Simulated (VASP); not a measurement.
Calculation: PBEsol GGA, VASP's PBE PAW potentials (set 64) (plane waves; VASP).

VASP input:

File KPOINTS:
```
Automatic mesh
0
Gamma
10 10 10
0 0 0
```

File POSCAR:
```
ZnTe
4.2884660
  0.0000000000   0.7071067937   0.7071067937
  0.7071067937   0.0000000000   0.7071067937
  0.7071067937   0.7071067937   0.0000000000
Zn Te
1 1
Cartesian
  0.0000000000   0.0000000000   0.0000000000
  0.3535533969   0.3535533969   0.3535533969
```

**INCAR**
```
SYSTEM=ZnTe
PREC=Accurate; ENCUT=400; LREAL=.False.
LASPH=.True.; NBANDS=39
EDIFF=1E-7; NELM=100; ALGO=Normal
LMAXMIX=4
ISMEAR=0; SIGMA=0.01
GGA=PS
LWAVE=.False.; LCHARG=.False.; NEDOS=1001
LOPTICS=.True.; CSHIFT=0.1
```

POTCAR, in this order: Zn Te (PBE.64 set). Program: vasp_std.

The run wrote:

### OSZICAR
```
       N       E                     dE             d eps       ncg     rms          rms(c)
DAV:   1     0.109447537776E+03    0.10945E+03   -0.53312E+03  3840   0.404E+02
DAV:   2     0.567203759878E+01   -0.10378E+03   -0.88703E+02  3753   0.132E+02
DAV:   3    -0.591271336706E+01   -0.11585E+02   -0.11335E+02  4523   0.394E+01
DAV:   4    -0.612274385815E+01   -0.21003E+00   -0.20984E+00  4383   0.553E+00
DAV:   5    -0.612438313173E+01   -0.16393E-02   -0.16392E-02  4259   0.482E-01    0.497E+00
DAV:   6    -0.593647213495E+01    0.18791E+00   -0.19587E-01  5109   0.916E+00    0.363E+00
DAV:   7    -0.591902038936E+01    0.17452E-01   -0.36301E-02  4836   0.133E+00    0.174E+00
DAV:   8    -0.591557430811E+01    0.34461E-02   -0.33389E-03  4826   0.419E-01    0.204E-01
DAV:   9    -0.591549340736E+01    0.80901E-04   -0.85225E-04  4234   0.103E-01    0.777E-02
DAV:  10    -0.591551522679E+01   -0.21819E-04   -0.54066E-05  4636   0.250E-02    0.306E-02
DAV:  11    -0.591553194480E+01   -0.16718E-04   -0.57626E-06  4236   0.737E-03    0.789E-03
DAV:  12    -0.591553602936E+01   -0.40846E-05   -0.21756E-06  4419   0.419E-03    0.489E-03
DAV:  13    -0.591553609570E+01   -0.66337E-07   -0.15280E-07  4374   0.137E-03
   1 F= -.59155361E+01 E0= -.59155361E+01  d E =-.329289E-33
 imaginary and real dielectric function
```

**OUTCAR**
```
------------------------ aborting loop because EDIFF is reached ----------------------------------------
  FORCE on cell =-STRESS in cart. coord.  units (eV):
  Direction    XX          YY          ZZ          XY          YZ          ZX
  --------------------------------------------------------------------------------------
  Total       -0.0063357     -0.0063357     -0.0063357     -0.0000000      0.0000000      0.0000000
  in kB       -0.1820188     -0.1820188     -0.1820188     -0.0000000      0.0000000      0.0000000
  external PRESSURE =      -0.1820188 kB  Pullay stress =       0.0000000 kB
  volume of cell :       55.77
      direct lattice vectors                 reciprocal lattice vectors
     0.000000000  3.032403443  3.032403443    -0.164885712  0.164885712  0.164885712
     3.032403443  0.000000000  3.032403443     0.164885712 -0.164885712  0.164885712
     3.032403443  3.032403443  0.000000000     0.164885712  0.164885712 -0.164885712
 POSITION                                       TOTAL-FORCE (eV/Angst)
 -----------------------------------------------------------------------------------
      0.00000      0.00000      0.00000         0.000000      0.000000      0.000000
      1.51620      1.51620      1.51620        -0.000000     -0.000000     -0.000000
 -----------------------------------------------------------------------------------
    total drift:                               -0.000001     -0.000001     -0.000001
  FREE ENERGIE OF THE ION-ELECTRON SYSTEM (eV)
  ---------------------------------------------------
  free  energy   TOTEN  =        -5.9155360957 eV

  energy  without entropy=       -5.9155360957  energy(sigma->0) =       -5.91553610

 plasma frequency squared (from intraband transitions) (eV^2)
  --------------------------------------------------------------------------------------
       0.000      -0.000      -0.000
      -0.000       0.000       0.000
      -0.000       0.000       0.000

 plasma frequency squared (from interband transitions, int dw w eps(2)(w)) (eV^2)
  --------------------------------------------------------------------------------------
     250.965       0.000      -0.000      -0.000      -0.000       0.000
      -0.000       0.000     250.965       0.000      -0.000      -0.000
      -0.000      -0.000      -0.000       0.000     250.965       0.000
```
(Selected blocks of OUTCAR.)

The dielectric response may not be converged in the k-mesh; for small gaps it tends to come out too large.

The compound is ZnTe in the zinc blende structure. It was relaxed first.
